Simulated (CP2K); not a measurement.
# Ta2N under changes of volume

One of the cells (13.622 Å³/atom); the others are scaled copies at fixed shape and fractional positions:

```
CELL_PARAMETERS angstrom
3.11286 0.00000 0.00000
-1.55643 2.69582 0.00000
0.00000 0.00000 4.86984
ATOMIC_POSITIONS crystal
Ta 0.33333 0.66667 0.25471
Ta 0.66667 0.33333 0.74529
N 0.00000 0.00000 0.00000
```

The cell comes from a database or a generator and needn't be the stable form of this composition.

```yaml
Program: CP2K 2026.2
Functional: PBE
Potentials_or_basis: POTENTIAL_UZH Ta GTH-PBE-q13, N GTH-PBE-q5; TZVP-MOLOPT-PBE-GTH basis
Density_cutoff: 6123 eV
k_mesh: 10 × 10 × 6
Occupations: fermi-dirac, width 0.05 eV
Spin: no spin polarisation
```

| volume (Å³/atom) | energy over the lowest point (meV/atom) | pressure (GPa) | largest force (eV/Å) |
| --- | --- | --- | --- |
| 12.805 | 28.67 | 15.3 | 0.223 |
| 13.077 | 8.72 | 8.3 | 0.099 |
| 13.350 | 0.00 | 2.1 | 0.015 |
| 13.622 | 1.38 | -3.5 | 0.119 |
| 13.895 | 11.84 | -8.6 | 0.213 |
| 14.167 | ? | ? | ? |
| 14.439 | 56.50 | -17.2 | 0.380 |

Task: What does the run at 14.167 Å³/atom give?

Result: Energy over the lowest point 30.54 meV/atom; pressure -13.2 GPa; largest force 0.300 eV/Å.

Worked out: A Birch-Murnaghan fit of order 3 (a polynomial in V^(-2/3)) to the other rows has its minimum at 13.45 Å³/atom with B0 = V·E''(V) = 282 GPa and B' = 4.2 at fixed shape and positions, which overstates the stiffness. It gives 30.50 meV/atom at 14.167 Å³/atom, against the run's 30.54, and -dE/dV = -13.2 GPa, against -13.2.

Energies are extrapolated to zero smearing.

Caveats: the basis of atomic orbitals isn't converged, which shifts pressures, moduli and gaps.
